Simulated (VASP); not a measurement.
Runs of VASP 6.6.1 on ZnS. Symmetry: F-43m, No. 216, cubic system. The conventional cell has a = 5.404 Å, b = 5.404 Å, c = 5.404 Å, α = 90.00°, β = 90.00°, γ = 90.00°. Around Zn (site symmetry -43m) lie 4 S at 2.34 Å. S (site symmetry -43m) is surrounded by 4 Zn at 2.34 Å. 

| level | exchange at q = 0 | share of exact exchange | screening parameter | gap on the mesh (eV) | pressure (GPa) |
| --- | --- | --- | --- | --- | --- |
| r2SCAN-EpsX | truncated | 0.1687 | - | 3.80 | (b) |
| HSE03 | - | - | - | (a) | (c) |
| PBE0 | truncated | - | - | 4.00 | 0.7 |
| HSE06 | - | - | 0.2 1/A | 3.34 | 0.9 |

Alike in all rows: task band structure; potentials or basis VASP PAW PBE potentials, release 64 (Zn, S); no spin polarisation; cell as given; k mesh 6 × 6 × 6; cutoff (eV) 520; smearing gaussian 0.02 eV.

Problem. Fill in the values left out.

Solution. (a) 3.12; (b) -0.6; (c) 1.1.

Caveats: the PAW data sets were made with another functional, which shifts forces and pressure a little.

